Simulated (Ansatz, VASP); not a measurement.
# CaO in VASP and in Ansatz

```xyz
2
Lattice="0.0000 2.4490 2.4490 2.4490 0.0000 2.4490 2.4490 2.4490 0.0000" Properties=species:S:1:pos:R:3 pbc="T T T"
Ca    0.0000    0.0000    0.0750
O     2.4490    2.4490    2.4490
```

Change from the starting cell: all Ca atoms moved +0.075 Å, as atom 1 along Cartesian [0 0 1].

Alike in both runs: task single point; functional PBE; k mesh 8 × 8 × 8; occupations gaussian, width 0.05 eV; no spin polarisation.

|  | VASP | Ansatz |
| --- | --- | --- |
| version | VASP 6.6.1 | Ansatz 0.2.0 |
| potentials or method | VASP PAW PBE potentials, release 64 (Ca_sv, O) | scalar-relativistic, plane waves, PAW |
| plane-wave cutoff (eV) | 520 | 420 |
| valence electrons in the cell | 16 | 16 |

|  | VASP | Ansatz | Ansatz less VASP |
| --- | --- | --- | --- |
| gap on the k mesh at the Fermi level (eV) | 3.66 | 3.68 | +0.016 |
| least direct gap on the mesh (eV) | 4.03 | 4.05 | +0.017 |
| pressure (GPa) | -3.4 | -3.8 | -0.44 |
| largest component of the traceless stress (GPa) | 0.45 | 0.43 | -0.022 |
| rms of the force components (eV/Å) | 0.102 | 0.097 | -0.0057 |

Atom by atom the forces differ by 0.006 eV/Å (rms over components).

A k mesh can miss the band edges.
